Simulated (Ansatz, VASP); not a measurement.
**Si: VASP beside Ansatz**

```
CELL_PARAMETERS angstrom
2.69134 0.00000 0.00000
-1.34567 2.33077 0.00000
0.00000 0.00000 5.07082
ATOMIC_POSITIONS crystal
Si 0.33333 0.66667 0.25000
Si 0.66667 0.33333 0.75000
```

Alike in both runs: task single point; functional BLYP; k mesh 15 × 15 × 7; occupations fermi-dirac, width 0.1 eV; no spin polarisation.

|  | VASP | Ansatz |
| --- | --- | --- |
| version | VASP 6.6.1 | Ansatz 0.2.0 |
| potentials or method | VASP PAW PBE potentials, release 64 (Si) | plane waves (420 eV) with PAW, scalar-relativistic |
| plane-wave cutoff (eV) | 520 | 420 |
| valence electrons in the cell | 8 | 8 |

|  | VASP | Ansatz | Ansatz less VASP |
| --- | --- | --- | --- |
| pressure (GPa) | 2.9 | 2.5 | -0.38 |
| largest component of the traceless stress (GPa) | 2.46 | 2.35 | -0.106 |

The functional is the same, so the differences come from potentials, cutoffs and numerics.

Caveats: the PAW data sets were made with another functional, which shifts forces and pressure a little (VASP).
